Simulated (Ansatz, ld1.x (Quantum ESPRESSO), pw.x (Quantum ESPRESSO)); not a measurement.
**pw.x on fcc Cr: one setting changed**

Potential: norm-conserving RRKJ (Kleinman–Bylander form), ld1.x (Quantum ESPRESSO) 7.5, LDA (PW92); core [Ar], reference 3d5 4s0 4p1; waves: 4p (bound): rc 3.55 bohr; 3d (bound): rc 1.90 bohr; 4s (bound, empty): rc 2.52 bohr; local part: the s channel; core correction: none; rho0 0.01.

The reference run (k-mesh 16³, cutoffs 85/340 Ry, Fermi–Dirac 0.01 Ry, mixing_beta 0.4, conv_thr 1e-9, no spin) gives 2.64 GPa at 11.201 Å³/atom, where all-electron LAPW gives -0.86 GPa. This run, with its own iteration cap, changes smearing to mv.

```
&control
  calculation='scf', prefix='x', pseudo_dir='./', outdir='./tmp', tstress=.true., disk_io='none'
/
&system
  ibrav=0, nat=1, ntyp=1, ecutwfc=85, ecutrho=340, nbnd=10,
  occupations='smearing', smearing='mv', degauss=0.01
/
&electrons
  conv_thr=1e-09, mixing_beta=0.4, electron_maxstep=60
/
ATOMIC_SPECIES
Cr 1.0 Cr.UPF
CELL_PARAMETERS angstrom
  0.00000000 1.77586085 1.77586085
  1.77586085 0.00000000 1.77586085
  1.77586085 1.77586085 0.00000000
ATOMIC_POSITIONS crystal
Cr 0.0000 0.0000 0.0000
K_POINTS automatic
16 16 16 0 0 0
```

```bash
pw.x < Cr.scf.in > Cr.scf.out
```

Task: How does the run end?

Result: It converges in 9 iterations; the free energy moves by +47.2 meV/atom and the pressure by -0.81 GPa. This scheme is built to cancel the term in the square of the width that Fermi–Dirac smearing leaves in the F of a metal.

```
Message from routine setup:
     using ibrav=0 with symmetry is DISCOURAGED, use correct ibrav instead
     lattice parameter (alat)  =       4.7459  a.u.
     unit-cell volume          =      75.5881 (a.u.)^3
     number of electrons       =         6.00
     number of Kohn-Sham states=           10
     kinetic-energy cutoff     =      85.0000  Ry
     charge density cutoff     =     340.0000  Ry
     scf convergence threshold =      1.0E-09
     Exchange-correlation= PW
     number of k points=   145  Marzari-Vanderbilt smearing, width (Ry)=  0.0100
     iteration #  1     ecut=    85.00 Ry     beta= 0.40
     total energy              =     -19.31698089 Ry
     estimated scf accuracy    <       0.39841096 Ry
     iteration #  2     ecut=    85.00 Ry     beta= 0.40
     total energy              =     -19.35008082 Ry
     estimated scf accuracy    <       0.01932726 Ry
     iteration #  3     ecut=    85.00 Ry     beta= 0.40
     total energy              =     -19.35378534 Ry
     estimated scf accuracy    <       0.00061250 Ry
     [... 3 iterations left out ...]
     iteration #  7     ecut=    85.00 Ry     beta= 0.40
     total energy              =     -19.35385800 Ry
     estimated scf accuracy    <       0.00000003 Ry
     iteration #  8     ecut=    85.00 Ry     beta= 0.40
     total energy              =     -19.35385801 Ry
     estimated scf accuracy    <          5.4E-09 Ry
     iteration #  9     ecut=    85.00 Ry     beta= 0.40
     the Fermi energy is    13.6767 ev
!    total energy              =     -19.35385801 Ry
     estimated scf accuracy    <          2.6E-11 Ry
     smearing contrib. (-TS)   =       0.00032799 Ry
     The total energy is F=E-TS. E is the sum of the following terms:
     one-electron contribution =       8.84557356 Ry
     hartree contribution      =       1.38053405 Ry
     xc contribution           =      -4.98845610 Ry
     ewald contribution        =     -24.59183750 Ry
     convergence has been achieved in   9 iterations
          total   stress  (Ry/bohr**3)                   (kbar)     P=       18.32
     Message from routine punch:
     Nothing written, as per user request (disk_io='none')
```

The run took about 17 s on one core of a shared host (Neoverse-V1, 32 threads, 247 GiB, load 16).
